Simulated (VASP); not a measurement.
The system is Sb.

```
Sb
1.0
     3.35453    0.00000    0.00000
    -1.67727    2.90511    0.00000
     0.00000    0.00000    5.47016
Sb
2
Direct
  0.66667 0.33333 0.75000
  0.33333 0.66667 0.25000
```

This isn't the form of Sb at room conditions, which is rhombohedral.

* Program: VASP 6.6.1
* Task: relaxation of cell and atoms
* Functional: PBEsol
* Potentials or basis: VASP PAW PBE potentials, release 64 (Sb)
* Cutoff: 600 eV
* k mesh: 8 × 8 × 4
* Occupations: fermi-dirac, width 0.05 eV
* Spin: no spin polarisation

At the start: pressure -1.2 GPa; volume 26.65 Å³/atom.

**Question.** Where does the relaxation end?

**Answer.** Over 7 steps the energy falls by 5.6 meV/atom and the volume is 26.16 Å³/atom (-1.9 %); space group P6_3/mmc (No. 194, to 0.05 Å).

Step by step:
```
step  energy change (eV)  largest force (eV/Å)  pressure (GPa)  volume (Å³)
   1              0.0000                0.0000           -1.19        53.31
   2             -0.0086                0.0000            0.77        51.79
   3             -0.0088                0.0000            0.53        51.96
   4             -0.0111                0.0000            0.15        52.21
   5             -0.0111                0.0000            0.19        52.18
   6             -0.0112                0.0000           -0.08        52.39
   7             -0.0112                0.0000            0.01        52.31
```

Final structure:
```
Sb
1.0
     3.30346    0.00000    0.00000
    -1.65173    2.86088    0.00000
     0.00000    0.00000    5.53512
Sb
2
Direct
  0.66667 0.33333 0.75000
  0.33333 0.66667 0.25000
```

Caveat: the PAW data sets were made with another functional, which shifts forces and pressure a little.
